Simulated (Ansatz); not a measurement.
HfC:

```xyz
2
Lattice="0.0000 2.3250 2.3250 2.3250 0.0000 2.3250 2.3250 2.3250 0.0000" Properties=species:S:1:pos:R:3 pbc="T T T"
Hf    2.3250    2.3250    2.3250
C     0.0000    0.0000    0.0000
```

* Program: Ansatz 0.2.0
* Task: single point
* Functional: PBEsol
* Potentials or basis: all-electron LAPW, scalar-relativistic
* Cutoff: 302 eV (chosen from the basis error)
* Basis error allowed: 0.001 eV/atom
* k mesh: 10 × 10 × 10
* Occupations: fermi-dirac, width 0.05 eV
* Spin: no spin polarisation

On this cell: pressure -6.5 GPa; largest force zero by symmetry; band gap on the k mesh none (metal or under the smearing width).

The same run follows on a disturbed copy (atoms moved at random, drawn with an rms of 0.05 Å):

```
Hf C
1.0
     0.00000    2.32500    2.32500
     2.32500    0.00000    2.32500
     2.32500    2.32500    0.00000
Hf C
1 1
Direct
  0.48872 0.50833 0.48842
  0.99015 0.01910 0.99366
```

Problem. What changes?

Solution. The energy (extrapolated to zero smearing) moves by +4.7 meV/atom; pressure -6.2 GPa; largest force 0.370 eV/Å; band gap on the k mesh none (metal or under the smearing width).

Forces in eV/Å, atoms in the order of the input:
```
Hf   0.278  0.117  0.213
C   -0.278 -0.117 -0.213
```

Stress tensor (GPa, compression positive):
```
-6.09 -0.09 -0.16
-0.09 -6.39 -0.07
-0.16 -0.07 -6.24
```
